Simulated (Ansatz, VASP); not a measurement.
Sb: VASP beside Ansatz

```
CELL_PARAMETERS angstrom
4.53289 0.00000 0.00000
-2.26644 3.92560 0.00000
0.00000 0.00000 5.14271
ATOMIC_POSITIONS crystal
Sb 0.22540 0.00000 0.33333
Sb 0.00000 0.22540 0.66667
Sb 0.77460 0.77460 0.00000
```

Alike in both runs: task relaxation of cell and atoms; functional PBE; k mesh 6 × 6 × 4; occupations gaussian, width 0.1 eV; no spin polarisation.

|  | VASP | Ansatz |
| --- | --- | --- |
| version | VASP 6.6.1 | Ansatz 0.2.0 |
| potentials or method | VASP PAW PBE potentials, release 64 (Sb) | scalar-relativistic, plane waves, PAW |
| plane-wave cutoff (eV) | 600 | 420 |
| valence electrons in the cell | 15 | 45 |

|  | VASP | Ansatz | Ansatz less VASP |
| --- | --- | --- | --- |
| gap on the k mesh at the Fermi level, each at its own relaxed structure (eV) | none | none | - |
| relaxed volume (Å³/atom) | 30.01 | 30.10 | +0.090 |
| relaxed cell length with the largest relative difference (Å) | 5.466 | 5.430 | -0.0354 |
| energy change over the relaxation (meV/atom) | -1070 | -1043 | +26.5 |

A gap of «none» marks a metal or a gap that the smearing closes. The two sets of potentials don't hold the same shells in valence.

The runs have no spin-orbit coupling, so splittings on Sb are missing.
